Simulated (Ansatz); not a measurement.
## One structure, 3 elements: TiO2, ZrO2, HfO2

Plane-wave DFT in Ansatz with scalar-relativistic PAW potentials, cutoff 500 eV, Γ-centred meshes chosen by cell and gap, Gaussian smearing with energies taken to zero width. Every cell was relaxed (cell and atoms) in a run of its own, within the symmetry of its start. Functional: r2SCAN.

All members share space group Fm-3m and the same sites; only the element on one set of sites changes (Ti, Zr, Hf). Members needn't be the stable form of their composition. Energies over the elements, where given, are against the elements' standard states in the same functional (H₂, N₂, O₂ and halogens uncorrected, Hg as a solid). The first member:

Space group Fm-3m (No. 225). a = 4.794 Å, b = 4.794 Å, c = 4.794 Å, α = 90.00°, β = 90.00°, γ = 90.00°
```
atom site symmetry x y z
  Ti    4a m-3m  0.0000  0.0000  0.0000
   O    8c      -43m  0.2500  0.7500  0.7500
```

How do size, gap and binding change down the group?

```tsv
compound	V (Å³/atom)	a (Å)	gap on mesh (eV)	energy over elements (eV/atom)
TiO2	9.18	4.794	1.51	-3.048
ZrO2	10.98	5.089	3.89	-3.690
HfO2	10.79	5.058	4.30	-3.721
```

Over the series the volume has no steady trend down the group (least for Ti); the gap widens; binding against the elements strengthens. Hf is no larger than Zr here (10.79 against 10.98 Å³/atom), as one expects from the lanthanide contraction and relativistic shrinking of 6s.

Spin-orbit coupling is left out, which matters for the bands of heavy elements.